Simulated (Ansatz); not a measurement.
# SiGe5: the cost of one run

Method: DFT PBE, scalar-relativistic, plane waves, PAW, in Ansatz 0.2.0.

### Step 1. The system as given

Symmetry: P4/mmm, No. 123, tetragonal system. Conventional cell: a = 2.974 Å, b = 2.974 Å, c = 12.618 Å, α = 90.00°, β = 90.00°, γ = 90.00°. Si (site symmetry 4/mmm) has 4 Si at 2.97 Å and 8 Ge at 2.97 Å as nearest neighbours. Ge (site symmetry 4mm) has 12 Ge at 2.97 Å as nearest neighbours. Ge (site symmetry 4mm) is surrounded by 8 Ge at 2.97 Å and 4 Si at 2.97 Å. Ge (site symmetry 4/mmm) is surrounded by 12 Ge at 2.97 Å.

As a file:

```xyz
6
Lattice="2.9742 0.0000 0.0000 0.0000 2.9742 0.0000 0.0000 0.0000 12.6183" Properties=species:S:1:pos:R:3 pbc="T T T"
Si    0.0000    0.0000    0.0000
Ge    0.0000    0.0000    8.4122
Ge    1.4871    1.4871   10.5153
Ge    1.4871    1.4871    2.1031
Ge    0.0000    0.0000    4.2061
Ge    1.4871    1.4871    6.3092
```

The start is an ordering of an alloy on its end members' structure types: elements ordered on the sites of the Hg type, Si/Ge on Hg (P4/mmm, No. 123).

### Step 2. Probe: one point on a coarse mesh

input.yaml

```yaml
crystal:
  lattice:
    - [2.9741705, 0.0, 0.0]
    - [0.0, 2.9741705, 0.0]
    - [0.0, 0.0, 12.61833679]
  atoms:
    - { symbol: Si, position: [0.0, 0.0, 0.0] }
    - { symbol: Ge, position: [0.0, 0.0, 0.66666667] }
    - { symbol: Ge, position: [0.5, 0.5, 0.83333333] }
    - { symbol: Ge, position: [0.5, 0.5, 0.16666667] }
    - { symbol: Ge, position: [0.0, 0.0, 0.33333333] }
    - { symbol: Ge, position: [0.5, 0.5, 0.5] }
basis:
  ecutwfc: 420
kpoints:
  mp_grid: { grid: [6, 6, 2] }
hamiltonian:
  xc: pbe
scf:
  occupations: { method: gaussian, width: 0.1 }
  lower_state_search: "off"
output:
  forces: true
  stress: true
  eigenvalues: true
```

Command:

```sh
> ansatz run input.yaml --threads 1 --pin off --max-ram 2560MiB --backend cpu --events-out ev --progress --plain --runs-dir out
```

**Question.** How long does this run take on 1 thread of Intel Xeon 6975P-C (Granite Rapids), shared host, and how much memory does it need?

About 4.1 s, with a peak of 0.45 GiB.
